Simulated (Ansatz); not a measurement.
Bi2TeSe2 (Skippenite), 5 atoms in the cell. Symmetry: R-3m, No. 166, trigonal system. Conventional cell: a = 4.183 Å, b = 4.183 Å, c = 29.137 Å, α = 90.00°, β = 90.00°, γ = 120.00°. Bi (site symmetry 3m) is surrounded by 3 Se at 2.93 Å and 3 Te at 3.06 Å. Te (site symmetry -3m) is surrounded by 6 Bi at 3.06 Å. Around Se (site symmetry 3m) lie 3 Bi at 2.93 Å. 

- Program: Ansatz 0.2.0
- Task: relaxation of cell and atoms
- Functional: PBEsol
- Potentials or basis: Ansatz PAW
- Cutoff: 420 eV (not typed: the program's choice for these potentials)
- k mesh: 7 × 7 × 7
- Occupations: fermi-dirac, width 0.05 eV
- Spin: no spin polarisation

Potentials or basis: Ansatz PAW.

Command:

```bash
$ ansatz run input.yaml --threads 2 --pin off --max-ram 5632MiB --backend cpu --events-out ev --progress --plain --runs-dir out
```

Hardware: 2 threads of Arm Neoverse V2, on a shared host.

Task: Estimate the wall time of this run.

Result: Run time: 59 s on 2 threads of Arm Neoverse V2, with other jobs on the host, peak memory 0.6 GiB. Counts: scf iterations 40, plane waves 2883, k points 44, bands 47, ion steps 6.
